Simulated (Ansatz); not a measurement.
## Bands of Zr

```xyz
1
Lattice="-1.8100 1.8100 1.8100 1.8100 -1.8100 1.8100 1.8100 1.8100 -1.8100" Properties=species:S:1:pos:R:3 pbc="T T T"
Zr    0.0000    0.0000    0.0000
```

Conventional cell: a = 3.620 Å, b = 3.620 Å, c = 3.620 Å, α = 90.00°, β = 90.00°, γ = 90.00°. Zr (atom 1) has 8 Zr at 3.14 Å as nearest neighbours.

The cell comes from COD entry 9008559, which wasn't checked; take it as a given geometry.

Computed with DFT, PBEsol, all-electron LAPW, scalar-relativistic in Ansatz 0.2.0.

Sampling and basis: a Γ-centred 14×14×14 k mesh, Fermi–Dirac smearing of 0.08 eV, basis error target 0.5 meV/atom, no spin polarisation.

Points in fractions of the reciprocal vectors of this cell: Γ (0, 0, 0), H (0.5, -0.5, 0.5), N (0, 0, 0.5), P (0.25, 0.25, 0.25). The path joins them by straight lines in the order Γ–H–N–Γ–P–H–P–N; legs that retrace an earlier one aren't tabulated. Energies are in eV from the Fermi level.

Problem. Is there a gap?

Solution. none: bands cross the Fermi level, a metal.

Problem. List the levels between -5 and 1.5 eV at the symmetry points.

Solution. 
Γ: 1.11 (×3)
H: -2.45 (×2)
N: -2.73, -0.64
P: -0.53 (×3)
